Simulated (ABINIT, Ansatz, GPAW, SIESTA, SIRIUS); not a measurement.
# Ti: 5 runs at one level of theory

```
Ti
1.0
    -1.64100    1.64100    1.64100
     1.64100   -1.64100    1.64100
     1.64100    1.64100   -1.64100
Ti
1
Direct
  0.00000 0.00000 0.00000
```

This isn't the form of Ti at room conditions, which is hcp.

Alike in all runs: task single point; functional PBEsol; k mesh 11 × 11 × 11; occupations fermi-dirac, width 0.05 eV; no spin polarisation; no spin-orbit coupling. Pressure is positive in compression and, in plane waves, holds the error of the finite cutoff.

```
                                                                                      program and potentials  plane-wave cutoff (eV)         notes  pressure (GPa)
SIESTA, files PseudoDojo sr-pbesol-0.4.1-standard, DZP (energy shift 0.003 Ry; two zetas on semicore shells)                       -  atomic basis           -6.70
                                                              Ansatz, all-electron LAPW, scalar-relativistic                       -             -           -6.78
                                                             ABINIT, PseudoDojo NC SR PBEsol v0.4.1 standard                    1143             -           -6.72
                                              SIRIUS, PseudoDojo 0.4.1 PBEsol standard (scalar relativistic)                    1152             -           -6.72
                                                           GPAW, PAW data sets generated for this functional                     600             -           -7.22
```

The pressure spans -7.22 (GPAW, PAW data sets generated for this functional) to -6.70 GPa (SIESTA, files PseudoDojo sr-pbesol-0.4.1-standard, DZP (energy shift 0.003 Ry; two zetas on semicore shells)), with all-electron results at -6.78. Rows in atomic bases carry the error of their basis and grid, which can be large.

The functional is the same throughout but for its coding, so the spread measures potentials, basis and numerics; runs on potential files found faulty are left out.
